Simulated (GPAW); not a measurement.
WC (Qusongite), 2 atoms in the cell. The structure is hexagonal, space group P-6m2 (No. 187). Conventional cell: a = 2.907 Å, b = 2.907 Å, c = 2.837 Å, α = 90.00°, β = 90.00°, γ = 120.00°. W (site symmetry -6m2) has 6 C at 2.20 Å as nearest neighbours. C (site symmetry -6m2) has 6 W at 2.20 Å as nearest neighbours. 

- Program: GPAW 26.7.0
- Task: relaxation of cell and atoms
- Functional: PBEsol
- Potentials or basis: PAW data sets generated in the run's folder for this functional
- Cutoff: 800 eV
- Basis: pw
- k mesh: 8 × 8 × 7
- Occupations: fermi-dirac, width 0.05 eV
- Spin: no spin polarisation
- Maxiter: 150
- Optimizer: BFGS
- Fmax: 0.02 eV/Å
- Max steps: 60
- Convergence: density=1e-05 forces=0.0001

Potentials or basis: PAW data sets generated in the run's folder for this functional, pw.

The run is started by

```bash
$ gpaw-setup -f PBEsol C W
$ OMP_NUM_THREADS=1 python run.py
```

Hardware: 1 thread of Arm Neoverse V2, on a shared host.

Question: How long does it take, and how much memory?

Answer: Run time: 29 s on 1 thread of Arm Neoverse V2 (shared host), peak memory 0.18 GiB. Counts: scf iterations 27, plane waves 1085, bands 19, k points 40, ion steps 3.
